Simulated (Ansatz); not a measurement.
**Cu (simple hexagonal type): a relaxation**

Aim: a sound relaxation of Cu (simple hexagonal type).

Program: Ansatz 0.2.0. Level of theory: DFT, PBE, PAW with Ansatz's default frozen-core files, scalar-relativistic. These are calculated values, not measurements.

### 1 The structure to begin with

The structure is hexagonal, space group P6/mmm (No. 191). Conventional cell: a = 2.002 Å, b = 2.002 Å, c = 1.949 Å, α = 90.00°, β = 90.00°, γ = 120.00°. Around Cu (site symmetry 6/mmm) lie 8 Cu at 1.95 to 2.00 Å.

The input asks for a charge of +0.5 e on the cell.

Structure file:

```cif
data_structure
_symmetry_space_group_name_H-M 'P6/mmm'
_symmetry_Int_Tables_number 191
_cell_length_a 2.0022
_cell_length_b 2.0022
_cell_length_c 1.9489
_cell_angle_alpha 90.000
_cell_angle_beta 90.000
_cell_angle_gamma 120.000
_cell_volume 6.77
loop_
_atom_site_label
_atom_site_type_symbol
_atom_site_symmetry_multiplicity
_atom_site_Wyckoff_symbol
_atom_site_fract_x
_atom_site_fract_y
_atom_site_fract_z
_atom_site_occupancy
Cu1 Cu 1 a 0.00000 0.00000 0.00000 1
```

### 2 Running it

File input.yaml:

```yaml
crystal:
  lattice:
    - [2.0021658943, 0.0, 0.0]
    - [-1.0010829472, 1.7339265271, 0.0]
    - [0.0, 0.0, 1.9488610407]
  atoms:
    - { symbol: Cu, position: [0.0, 0.0, 0.0] }
kpoints:
  mp_grid: { grid: [17, 17, 16] }
scf:
  occupations: { method: fermi_dirac, width: 0.05 }
  max_iter: 50
hamiltonian:
  xc: pbe
  pseudopotentials: { kind: paw }
output:
  forces: true
  stress: true
relax:
  f_tol: 0.005
  max_steps: 30
  cell: { stress_tol: 0.49, fix: [volume] }
total_charge: 0.5
```

The run is started by

```
$ ansatz run input.yaml --threads 1 --pin off --max-ram 2048MiB --backend cpu --events-out ev --progress --plain --runs-dir out
```

**Question.** How will this run end, and is anything wrong with its input?

This run ends as converged. It gives a pressure of 405 GPa, which is large; a structure far from rest gives such values too, whatever the setting.

In the input, total_charge is 0.5. With this charge the calculation describes a differently charged system.

Run again and compare: delete total_charge (the default then holds).
